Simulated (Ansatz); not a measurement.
Crystal: Al2O3.

```
CELL_PARAMETERS angstrom
3.01748 0.00000 0.00000
-1.50874 2.61322 0.00000
0.00000 0.00000 7.57464
ATOMIC_POSITIONS crystal
Al 0.00000 0.00000 0.72205
Al 0.00000 0.00000 0.27795
O 0.00000 0.00000 0.50000
O 0.66667 0.33333 0.80055
O 0.33333 0.66667 0.19945
```

Measurements of this composition are mostly on another form, of space group No. 167.

```yaml
Program: Ansatz 0.2.0
Task: relaxation of cell and atoms
Functional: LDA
Potentials_or_basis: Ansatz PAW
Cutoff: "420 eV (not typed: the program's choice for these potentials)"
k_mesh: 10 × 10 × 4
Occupations: fermi-dirac, width 0.05 eV
Spin: no spin polarisation
```

At the start: volume 11.95 Å³/atom.

Problem. How do energy, volume and symmetry change on relaxing?

Solution. It ends after 10 steps and the volume is 11.18 Å³/atom (-6.4 %); space group P-3m1 (No. 164, to 0.05 Å).

Step by step:
```tsv
step	energy change (eV)	largest force (eV/Å)	volume (Å³)
1	0.0000	0.4586	59.73
2	-0.0674	0.3431	57.72
3	-0.0971	0.0642	56.29
4	-0.0955	0.0080	56.63
5	-0.0831	0.0074	56.63
6	-0.0872	0.0078	55.99
7	-0.0871	0.0043	56.02
8	-0.0841	0.0040	56.02
9	-0.0848	0.0004	55.90
10	-0.0842	0.0004	55.90
```

Final structure:
```cif
data_structure
_symmetry_space_group_name_H-M 'P 1'
_symmetry_Int_Tables_number 1
_cell_length_a 2.9626
_cell_length_b 2.9626
_cell_length_c 7.3537
_cell_angle_alpha 90.000
_cell_angle_beta 90.000
_cell_angle_gamma 120.000
_cell_volume 55.90
loop_
_atom_site_label
_atom_site_type_symbol
_atom_site_fract_x
_atom_site_fract_y
_atom_site_fract_z
_atom_site_occupancy
Al1 Al 0.00000 0.00000 0.72558 1
Al2 Al 0.00000 0.00000 0.27442 1
O1 O 0.00000 0.00000 0.50000 1
O2 O 0.66667 0.33333 0.80477 1
O3 O 0.33333 0.66667 0.19523 1
```

Caveat: the plane-wave basis is chosen anew once the cell has moved, so the energies of steps on either side of that aren't comparable; the pressure holds a Pulay correction of +0.9 GPa for the finite cutoff; the PAW data sets come from PBE, with cores solved anew for the run's functional, which leaves a small shift of forces and pressure.
